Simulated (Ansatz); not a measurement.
A plane-wave DFT run in Ansatz 0.2.0 (scalar-relativistic PAW potentials unless the input names others): input and command.

```yaml
crystal:
  lattice:
    - [1.8509588438, 1.0686515867, 3.1524195371]
    - [-1.8509588438, 1.0686515867, 3.1524195371]
    - [0.0, -2.1373031734, 3.1524195371]
  atoms:
    - { symbol: P, position: [0.2336660455, 0.2336660455, 0.2336660455], spin: 2.0 }
    - { symbol: P, position: [0.7663339545, 0.7663339545, 0.7663339545] }
basis:
  ecutwfc: 420
kpoints:
  mp_grid: { grid: [24, 24, 24] }
hamiltonian:
  xc: pbe
  dispersion: d3bj
scf:
  occupations: { method: gaussian, width: 0.15 }
  max_iter: 50
output:
  forces: true
  eigenvalues: true
  stress: true
```

```bash
ansatz run input.yaml --threads 2 --pin off --max-ram 5120MiB --backend cpu --events-out ev --progress --plain --runs-dir out
```

Question: Will this input run?

Answer: The program refuses it, because of a moment without spin polarisation (crystal.atoms[0].spin: not typed → 2.0). Without that key it is accepted.

Abridged log:
```
Error: inconsistent input (magnetization.spin_polarized): false but per-atom `spin:`, `per_species`, `initial_magnetization`, `magnetic_field`, or `spin_locking` is set
```